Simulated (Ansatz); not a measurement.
Ga:

```
Ga
1.0
     1.38300   -4.02650    0.00000
     1.38300    4.02650    0.00000
    -0.11745    0.00000    3.32993
Ga
2
Direct
  0.13100 0.86900 0.75000
  0.86900 0.13100 0.25000
```

This isn't the form of Ga at room conditions, which is orthorhombic.

Base run:

```yaml
Program: Ansatz 0.2.0
Functional: LDA
Potentials_or_basis: Ansatz PAW
Cutoff: "420 eV (not typed: the program's choice for these potentials)"
k_mesh: 10 × 10 × 8
Occupations: fermi-dirac, width 0.05 eV
Spin: no spin polarisation
```

Its results: band gap on the k mesh none (metal or under the smearing width); pressure -4.0 GPa; largest force 0.180 eV/Å.

Question: The run is repeated on the same cell with these changes: functional from LDA to revPBE. What comes out?

Answer: Band gap on the k mesh none (metal or under the smearing width); pressure 3.1 GPa; largest force 0.207 eV/Å.

revPBE binds less tightly than LDA, so the same cell stands under more pressure.

Caveats: the PAW data sets come from PBE, with cores solved anew for the run's functional, which leaves a small shift of forces and pressure.
